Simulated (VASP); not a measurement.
# CdS in VASP 6.6.1, single-point calculation

INCAR

```
LCHARG = .FALSE.
ENCUT = 520
NBANDS = 13
NSW = 0
SIGMA = 0.02
EDIFF = 1E-8
GGA = PE
NELM = 67
PREC = Accurate
IBRION = -1
LASPH = .TRUE.
LWAVE = .FALSE.
ISMEAR = -1
ISIF = 2
LREAL = .FALSE.
```

KPOINTS

```
KPOINTS created by Atomic Simulation Environment
0
Gamma
8 8 8
0 0 0
```

POSCAR

```
Cd S
 1.0000000000000000
    -0.0430830694000000    2.7267765441999998    2.7267765441999998
     2.7267765441999998   -0.0430830694000000    2.7267765441999998
     2.6836934748000001    2.6836934748000001    0.0000000000000000
 Cd  S
   1   1
Cartesian
  0.0000000000000000  0.0000000000000000  0.0000000000000000
  2.6836934748000001  2.6836934748000001  2.7267765441999998
```

The recommended PBE PAW datasets give the neutral cell 18 valence electrons.

Command

```
mpirun -np 1 vasp_std
```

OSZICAR

```
N       E                     dE             d eps       ncg     rms          rms(c)
DAV:   1     0.111074809894E+03    0.11107E+03   -0.96817E+03  2558   0.131E+03
DAV:   2    -0.187737838970E+01   -0.11295E+03   -0.10712E+03  2825   0.301E+02
DAV:   3    -0.641141492674E+01   -0.45340E+01   -0.44905E+01  2975   0.627E+01
DAV:   4    -0.644003592590E+01   -0.28621E-01   -0.28614E-01  2735   0.493E+00
DAV:   5    -0.644034262175E+01   -0.30670E-03   -0.30669E-03  2910   0.514E-01    0.765E+00
DAV:   6    -0.589000686235E+01    0.55034E+00   -0.10726E+00  3062   0.143E+01    0.637E+00
DAV:   7    -0.586555170100E+01    0.24455E-01   -0.20147E-01  2685   0.374E+00    0.333E+00
DAV:   8    -0.586478297282E+01    0.76873E-03   -0.21044E-02  2695   0.222E+00    0.307E-01
DAV:   9    -0.586446151932E+01    0.32145E-03   -0.24142E-03  2925   0.801E-01    0.777E-02
DAV:  10    -0.586450922684E+01   -0.47708E-04   -0.23122E-04  2620   0.177E-01    0.628E-02
DAV:  11    -0.586453938077E+01   -0.30154E-04   -0.65229E-05  2593   0.107E-01    0.139E-02
DAV:  12    -0.586452977368E+01    0.96071E-05   -0.34536E-05  2850   0.824E-02    0.978E-03
DAV:  13    -0.586453009003E+01   -0.31635E-06   -0.25454E-06  2695   0.126E-02    0.928E-03
DAV:  14    -0.586452995344E+01    0.13659E-06   -0.12978E-07  2700   0.279E-03    0.204E-03
DAV:  15    -0.586452992098E+01    0.32456E-07   -0.84534E-09  1705   0.895E-04    0.565E-04
DAV:  16    -0.586452990153E+01    0.19454E-07   -0.16087E-08  1860   0.158E-03    0.145E-04
DAV:  17    -0.586452990285E+01   -0.13172E-08   -0.25566E-09  1325   0.537E-04
   1 F= -.58645299E+01 E0= -.58645141E+01  d E =-.316659E-04
```

Standard output (part)

```
POSCAR found type information on POSCAR CdS
 POSCAR found :  2 types and       2 ions
 LDA part: xc-table for (Slater+PW92), standard interpolation
 POSCAR, INCAR and KPOINTS ok, starting setup
 WAVECAR not read
 entering main loop
```

From OUTCAR

```
k-points           NKPTS =     95   k-points in BZ     NKDIM =     95   number of bands    NBANDS=     13

   NELECT =      18.0000    total number of electrons

   dimension x,y,z NGX =    30 NGY =   30 NGZ =   28
   dimension x,y,z NGXF=    60 NGYF=   60 NGZF=   56

  energy-cutoff  :      520.00
  volume of cell :       40.54
      direct lattice vectors                 reciprocal lattice vectors
    -0.043083069  2.726776544  2.726776544    -0.180514564  0.180514564  0.183366694
     2.726776544 -0.043083069  2.726776544     0.180514564 -0.180514564  0.183366694
     2.683693475  2.683693475  0.000000000     0.186310398  0.186310398 -0.183366694

 k-points in reciprocal lattice and weights: KPOINTS created by Atomic Simulation Env
   0.00000000  0.00000000  0.00000000       0.002
   0.12500000  0.00000000  0.00000000       0.008
   0.25000000  0.00000000  0.00000000       0.008
   0.37500000  0.00000000  0.00000000       0.008
   0.50000000  0.00000000  0.00000000       0.004
   0.12500000  0.12500000  0.00000000       0.004
   0.25000000  0.12500000  0.00000000       0.008
   0.37500000  0.12500000  0.00000000       0.008
   ...

 E-fermi :   3.1621

 k-point     1 :       0.0000    0.0000    0.0000
  band No.  band energies     occupation
      1      -9.8609      2.00000
      2      -4.6523      2.00000
      3      -4.6425      2.00000
      4      -4.6320      2.00000
      5      -4.6228      2.00000
      6      -4.6158      2.00000
      7       2.1221      2.00000
      8       2.2407      2.00000
      9       2.3717      2.00000
     10       3.9549      0.00000
     11      12.0200      0.00000
     12      12.2449      0.00000
     13      12.4682      0.00000

 k-point     2 :       0.1250    0.0000    0.0000
  band No.  band energies     occupation
      1      -9.7278      2.00000
      2      -4.6955      2.00000
      3      -4.6751      2.00000
      4      -4.6543      2.00000
      5      -4.5968      2.00000
      6      -4.5950      2.00000
      7       1.0201      2.00000
      8       2.3096      2.00000
      9       2.4630      2.00000
     10       5.0907      0.00000
     11      10.9415      0.00000
     12      11.8826      0.00000
     13      12.0961      0.00000

 k-point     3 :       0.2500    0.0000    0.0000
  band No.  band energies     occupation
      1      -9.3706      2.00000
      2      -4.8072      2.00000
      3      -4.7786      2.00000
      4      -4.7106      2.00000
      5      -4.5305      2.00000
      6      -4.5239      2.00000
      7      -0.4805      2.00000
      8       2.5798      2.00000
      9       2.6944      2.00000
     10       6.3886      0.00000
     11       9.8200      0.00000
     12      10.5065      0.00000
     13      10.6571      0.00000

 k-point     4 :       0.3750    0.0000    0.0000
  band No.  band energies     occupation
      1      -8.9410      2.00000
      2      -4.9151      2.00000
      3      -4.8779      2.00000
      4      -4.8219      2.00000
      5      -4.4616      2.00000
      6      -4.4513      2.00000
      7      -1.5654      2.00000
      8       2.8783      2.00000
      9       2.9485      1.99995
     10       6.7008      0.00000
     11       9.3669      0.00000
     12       9.5342      0.00000
     13       9.7469      0.00000

 ...

  Total        0.5524768      0.5524768      0.5387141      0.2651026      0.0000000      0.0000000
  in kB       21.8350615     21.8350615     21.2911287     10.4774205      0.0000000      0.0000000
  external PRESSURE =      21.6537506 kB  Pullay stress =       0.0000000 kB

 POSITION                                       TOTAL-FORCE (eV/Angst)
 -----------------------------------------------------------------------------------
      0.00000      0.00000      0.00000         0.000000      0.000000     -0.000000
      2.68369      2.68369      2.72678        -0.000000     -0.000000      0.000000
 -----------------------------------------------------------------------------------
    total drift:                               -0.000000      0.000000      0.000000

  FREE ENERGIE OF THE ION-ELECTRON SYSTEM (eV)
  ---------------------------------------------------
  free  energy   TOTEN  =        -5.8645299028 eV

  energy  without entropy=       -5.8644982369  energy(sigma->0) =       -5.86451407
```

It converged. Results: gap between bands v and c on the k mesh 0.18 eV; least direct gap on the k mesh 1.58 eV; pressure 2.2 GPa. Band v is the last that the valence electrons fill when counted band by band, and c is the next.

For comparison, a separate PBE run of the intended cell, on usual settings and not on those above, gives a gap of 0.18 eV on its mesh and a pressure of 2.2 GPa.

The run above took about 26 s on one core of a shared host (Intel Xeon 6975P-C) and held 0.2 GiB at most.
